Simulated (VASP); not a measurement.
# KI (Pm-3m) in VASP: notebook

The runs below take KI through single point, with r2SCAN.

Program: VASP 6.6.1. These are calculated values, not measurements. Logs are shortened: lines on timing, memory, paths and dates and some standing lists are left out, and cuts for length are marked.

### 1 The crystal as given

It takes space group Pm-3m (No. 221, cubic). Conventional cell: a = 4.291 Å, b = 4.291 Å, c = 4.291 Å, α = 90.00°, β = 90.00°, γ = 90.00°. Around I (site symmetry m-3m) lie 8 K at 3.72 Å. K (site symmetry m-3m) has 8 I at 3.72 Å as nearest neighbours.

Measurements of this composition are mostly on another form, of space group No. 225.

### 2 Single point, r2SCAN

Contents of INCAR:

```
SYSTEM = KI
ADDGRID = .False.
ALGO = Normal
EDIFF = 0.001
ENCUT = 450
ISIF = 2
ISMEAR = 0
LASPH = .True.
LCHARG = .False.
LMIXTAU = .True.
LREAL = .False.
LWAVE = .False.
METAGGA = R2SCAN
NBANDS = 15
NELM = 100
PREC = Accurate
SIGMA = 0.05
```

Contents of KPOINTS:

```
k-points
0
Gamma
  5 5 5
  0 0 0
```

Contents of POSCAR:

```
KI
1.0
    4.2911966600      0.0000000000      0.0000000000
    0.0000000000      4.2911966600      0.0000000000
    0.0000000000      0.0000000000      4.2911966600
I K
1 1
Direct
    0.5000000000      0.5000000000      0.5000000000
    0.0000000000      0.0000000000      0.0000000000
```

Potentials or basis: VASP PAW PBE potentials, release 64 (I, K_sv).

Run with:

```console
> cat potpaw_PBE.64/I/POTCAR potpaw_PBE.64/K_sv/POTCAR > POTCAR
> mpirun -np 1 vasp_std > vasp.out
```

OUTCAR:

```text
SYSTEM = KI
   EDIFF = 0.001
   ENCUT = 450
   ISIF = 2
   ISMEAR = 0
   LASPH = .True.
   LREAL = .False.
   METAGGA = R2SCAN
   NELM = 100
   PREC = Accurate

 Found     10 irreducible k-points:

 Following reciprocal coordinates:
            Coordinates               Weight
  0.000000  0.000000  0.000000      1.000000
  0.200000  0.000000  0.000000      6.000000
  0.400000  0.000000  0.000000      6.000000
  0.200000  0.200000  0.000000     12.000000
  0.400000  0.200000  0.000000     24.000000
  0.400000  0.400000  0.000000     12.000000
   k-points           NKPTS =     10   k-points in BZ     NKDIM =     10   number of bands    NBANDS=     15
   number of dos      NEDOS =    301   number of ions     NIONS =      2
   total plane-waves  NPLWV =  27000
   dimension x,y,z NGX =    30 NGY =   30 NGZ =   30
   dimension x,y,z NGXF=    60 NGYF=   60 NGZF=   60
   ions per type =               1   1
   NGX,Y,Z   is equivalent  to a cutoff of  11.62, 11.62, 11.62 a.u.
   NGXF,Y,Z  is equivalent  to a cutoff of  23.24, 23.24, 23.24 a.u.
 SYSTEM =  KI
   PREC   = accura    normal or accurate (medium, high low for compatibility)
   ISTART =      0    job   : 0-new  1-cont  2-samecut
   ICHARG =      2    charge: 1-file 2-atom 10-const
   ISPIN  =      1    spin polarized calculation?
   LNONCOLLINEAR =      F non collinear calculations
   LSORBIT =      F    spin-orbit coupling
   LASPH  =      T    aspherical Exc in radial PAW
   ENCUT  =  450.0 eV  33.07 Ry    5.75 a.u.   7.42  7.42  7.42*2*pi/ulx,y,z
   NELM   =    100;   NELMIN=  2; NELMDL= -5     # of ELM steps
   EDIFF  = 0.1E-02   stopping-criterion for ELM
   LREAL  =      F    real-space projection
   EDIFFG = 0.1E-01   stopping-criterion for IOM
   NSW    =      0    number of steps for IOM
   IBRION =     -1    ionic relax: 0-MD 1-quasi-New 2-CG
   NFREE  =      0    steps in history (QN), initial steepest desc. (CG)
   ISIF   =      2    stress and relaxation
   ISYM   =      2    0-nonsym 1-usesym 2-fastsym
   POTIM  = 0.5000    time-step for ionic-motion
   TEBEG  =    0.0;   TEEND  =   0.0 temperature during run
   PSTRESS=    0.0 pullay stress
   NELECT =      16.0000    total number of electrons
   NUPDOWN=      -1.0000    fix difference up-down
   EMIN   =  10.00;   EMAX   =-10.00  energy-range for DOS
   EFERMI =   0.00;   METHOD = LEGACY
   ISMEAR =     0;   SIGMA  =   0.05  broadening in eV -4-tet -1-fermi 0-gaus
   EFERMI_NEDOS =   21; number of points for ismear=-14 and -15
   IALGO  =     38    algorithm
   IMIX   =      4    mixing-type and parameters
     AMIX     =   0.40;   BMIX     =  1.00
     AMIX_MAG =   1.60;   BMIX_MAG =  1.00
  volume/ion in A,a.u.               =      39.51       266.63
  Fermi-wavevector in a.u.,A,eV,Ry     =   0.961324  1.816639 12.573738  0.924144
  Thomas-Fermi vector in A             =   2.090686
   LORBIT       =      0    0 simple, 1 ext, 2 COOP (PROOUT), +10 PAW based schemes
   METAGGA = R2SCAN    functional components
   LHFCALC =     F    Hartree Fock is set to
   AEXX    =    0.0000 exact exchange contribution
   IVDW    =     0    specifies the selected vdW correction
   LEPSILON=     F    determine dielectric tensor
   LRPA    =     F    only Hartree local field effects (RPA)
 non-spin polarized calculation
 Gauss-broadening in eV      SIGMA  =   0.05
  energy-cutoff  :      450.00
  volume of cell :       79.02
 maximum number of plane-waves:      1743
 NGX is ok and might be reduce to    30
   NGX = 15   NGY = 15   NGZ = 15

 number of electron      16.0000001 magnetization

 Free energy of the ion-electron system (eV)
  ---------------------------------------------------
  ext. energy  EPLUGINS =         0.00000000
  ---------------------------------------------------
  free energy    TOTEN  =       -33.86168324 eV

  energy without entropy =      -33.86168324  energy(sigma->0) =      -33.86168324

 E-fermi :   0.8383     XC(G=0):  -8.0460

 val. band max:        0.5218930954   @ k =   0.4000   0.4000   0.0000
 cond. band min:       4.6240645833   @ k =   0.0000   0.0000   0.0000
 fundamental gap:      4.1021714879
 Fermi energy:         0.8383481019

 k-point     1 :       0.0000    0.0000    0.0000
  band No.  band energies     occupation
      1     -30.0144      2.00000
      2     -12.6955      2.00000
      3     -12.6955      2.00000
      4     -12.6955      2.00000
      5     -10.9119      2.00000
      6       0.2096      2.00000
      7       0.2096      2.00000
      8       0.2096      2.00000
      9       4.6241      0.00000
     10       5.8365      0.00000
     11       5.8365      0.00000
     12       9.6807      0.00000
     13       9.6807      0.00000
     14       9.6807      0.00000
     15      11.7467      0.00000

 k-point     2 :       0.2000    0.0000    0.0000
  band No.  band energies     occupation
      1     -30.0128      2.00000
      2     -12.7543      2.00000
      3     -12.6916      2.00000
      4     -12.6916      2.00000
      5     -10.8022      2.00000
      6      -0.6209      2.00000
      7       0.2377      2.00000
      8       0.2377      2.00000
      9       5.3569      0.00000
     10       6.1313      0.00000
     11       6.8061      0.00000
     12       9.5585      0.00000
     13       9.5585      0.00000
     14       9.8521      0.00000
     15      10.4662      0.00000
[... 41 lines left out ...]
      3     -12.7185      2.00000
      4     -12.6823      2.00000
      5     -10.5977      2.00000
      6      -1.4225      2.00000
      7      -0.3283      2.00000
      8       0.3707      2.00000
      9       6.5026      0.00000
     10       6.8218      0.00000
     11       8.2123      0.00000
     12       8.7172      0.00000
     13       9.1658      0.00000
     14       9.3922      0.00000
     15      10.1180      0.00000

 k-point     6 :       0.4000    0.4000    0.0000
  band No.  band energies     occupation
      1     -30.0065      2.00000
      2     -12.7802      2.00000
      3     -12.7678      2.00000
      4     -12.6776      2.00000
      5     -10.5513      2.00000
      6      -1.1551      2.00000
      7      -1.0730      2.00000
      8       0.5219      2.00000
      9       5.3876      0.00000
     10       6.9597      0.00000
     11       8.1139      0.00000
     12       8.3410      0.00000
     13       9.5975      0.00000
     14       9.6220      0.00000
     15      11.1562      0.00000

 [... further k-points ...]

------------------------ aborting loop because EDIFF is reached ----------------------------------------

  FORCE on cell =-STRESS in cart. coord.  units (eV):
  Direction    XX          YY          ZZ          XY          YZ          ZX
  --------------------------------------------------------------------------------------
  -------------------------------------------------------------------------------------
  Total        0.0359728      0.0359728      0.0359728     -0.0000000     -0.0000000      0.0000000
  in kB        0.7293725      0.7293725      0.7293725     -0.0000000     -0.0000000      0.0000000
  external PRESSURE =       0.7293725 kB  Pullay stress =       0.0000000 kB

 VOLUME and BASIS-vectors are now :
 -----------------------------------------------------------------------------
  energy-cutoff  :      450.00
  volume of cell :       79.02
      direct lattice vectors                 reciprocal lattice vectors
     4.291196660  0.000000000  0.000000000     0.233035230  0.000000000  0.000000000
     0.000000000  4.291196660  0.000000000     0.000000000  0.233035230  0.000000000
     0.000000000  0.000000000  4.291196660     0.000000000  0.000000000  0.233035230

 POSITION                                       TOTAL-FORCE (eV/Angst)
 -----------------------------------------------------------------------------------
      2.14560      2.14560      2.14560         0.000000      0.000000      0.000000
      0.00000      0.00000      0.00000         0.000000      0.000000      0.000000
 -----------------------------------------------------------------------------------
    total drift:                                0.000000     -0.000000     -0.000000

  FREE ENERGIE OF THE ION-ELECTRON SYSTEM (eV)
  ---------------------------------------------------
  free  energy   TOTEN  =       -33.8616832395 eV

  energy  without entropy=      -33.8616832395  energy(sigma->0) =      -33.86168324
```

OSZICAR:

```text
N       E                     dE             d eps       ncg     rms          rms(c)
DAV:   1     0.485308918987E+02    0.48531E+02   -0.61422E+03   300   0.832E+02
DAV:   2    -0.325935424829E+02   -0.81124E+02   -0.74309E+02   391   0.209E+02
DAV:   3    -0.370335868823E+02   -0.44400E+01   -0.44187E+01   421   0.417E+01
DAV:   4    -0.372016878377E+02   -0.16810E+00   -0.16805E+00   441   0.768E+00
DAV:   5    -0.372036560710E+02   -0.19682E-02   -0.19682E-02   428   0.863E-01    0.312E+00
DAV:   6    -0.344450706795E+02    0.27586E+01   -0.11489E+00   464   0.910E+00    0.239E+00
DAV:   7    -0.337438196753E+02    0.70125E+00   -0.25908E-01   584   0.403E+00    0.107E+00
DAV:   8    -0.342446515323E+02   -0.50083E+00   -0.21855E-01   377   0.370E+00    0.432E-01
DAV:   9    -0.337774852983E+02    0.46717E+00   -0.23171E-01   307   0.408E+00    0.337E-01
DAV:  10    -0.338292467391E+02   -0.51761E-01   -0.79434E-02   300   0.251E+00    0.238E-01
DAV:  11    -0.338598343870E+02   -0.30588E-01   -0.13426E-02   328   0.113E+00    0.164E-01
DAV:  12    -0.338616692799E+02   -0.18349E-02   -0.16850E-03   355   0.378E-01    0.506E-02
DAV:  13    -0.338616832395E+02   -0.13960E-04   -0.41969E-04   276   0.190E-01
   1 F= -.33861683E+02 E0= -.33861683E+02  d E =-.108620E-19
```

Run time: 34 s. Hardware: 1 thread of Intel Xeon Platinum 8259CL at 2.50GHz (Skylake/Cascade Lake), shared host; peak memory 0.17 GiB.

These settings aren't checked as converged: the numbers below hold their error.

Results:

- Free energy: -33.8617 eV
- Pressure: 0.1 GPa
- Band gap on the k mesh: 4.10 eV, indirect (least direct gap 4.41 eV)

Caveat: the PAW data sets were made with another functional, which shifts forces and pressure a little; spin-orbit coupling is left out, which moves the levels of the heavy elements; an odd mesh through Γ misses points on the zone boundary, where band edges often lie.

### 3 Single point, r2SCAN

INCAR is that of step 2.

KPOINTS is that of step 2.

Contents of POSCAR:

```
KI
1.0
    4.2911966600      0.0000000000      0.0000000000
    0.0000000000      4.2911966600      0.0000000000
    0.0000000000      0.0000000000      4.2911966600
I K
1 1
Direct
    0.5065330000      0.4906340000      0.4946390000
   -0.0062690000      0.0032140000     -0.0010130000
```

Potentials or basis: VASP PAW PBE potentials, release 64 (I, K_sv).

Run with:

```console
> cat potpaw_PBE.64/I/POTCAR potpaw_PBE.64/K_sv/POTCAR > POTCAR
> mpirun -np 1 vasp_std > vasp.out
```

It took 2.6 min on 1 thread of Intel Xeon Platinum 8259CL at 2.50GHz (Skylake/Cascade Lake), shared host; peak memory 0.2 GiB.

The run converged, but some of its settings lie outside the range that counts as converged, so its numbers aren't taken as properties of the crystal.

Results:

* Free energy: -33.8597 eV
* Pressure: 0.1 GPa
* Largest force: 0.051 eV/Å
* Band gap on the k mesh: 4.10 eV, indirect (least direct gap 4.42 eV)

Caveat: the PAW data sets were made with another functional, which shifts forces and pressure a little; spin-orbit coupling is left out, which moves the levels of the heavy elements; an odd mesh through Γ misses points on the zone boundary, where band edges often lie.

### 4 Single point, r2SCAN

Edit INCAR of step 3 so:

```diff
@@ -3,3 +3,3 @@
 ALGO = Normal
-EDIFF = 0.001
+EDIFF = 1E-4
 ENCUT = 450
```

KPOINTS is that of step 3.

Contents of POSCAR:

```
KI
1.0
    4.2911966600      0.0000000000      0.0000000000
    0.0000000000      4.2911966600      0.0000000000
    0.0000000000      0.0000000000      4.2911966600
I K
1 1
Direct
    0.5000000000      0.5000000000      0.5000000000
    0.0000000000      0.0000000000      0.0000000000
```

Run with:

```console
> cat potpaw_PBE.64/I/POTCAR potpaw_PBE.64/K_sv/POTCAR > POTCAR
> mpirun -np 1 vasp_std > vasp.out
```

Run time: 34 s. Hardware: 1 thread of Intel Xeon Platinum 8259CL at 2.50GHz (Skylake/Cascade Lake), shared host; peak memory 0.17 GiB.

These settings aren't checked as converged: the numbers below hold their error.

What came out:

```yaml
Free_energy: -33.8617 eV
Pressure: 0.1 GPa
Band_gap_on_the_k_mesh: 4.10 eV, indirect (least direct gap 4.41 eV)
```

Caveat: the PAW data sets were made with another functional, which shifts forces and pressure a little; spin-orbit coupling is left out, which moves the levels of the heavy elements; an odd mesh through Γ misses points on the zone boundary, where band edges often lie.

### 5 The reference run

An earlier run on the cell as given: functional PBE; potentials or basis VASP PAW PBE potentials, release 64 (I, K_sv); cutoff 520 eV; k mesh 6 × 6 × 6; occupations fermi-dirac, width 0.05 eV; no spin polarisation.

* Pressure: 0.5 GPa
* Band gap on the k mesh: 3.33 eV, indirect (least direct gap 3.69 eV)
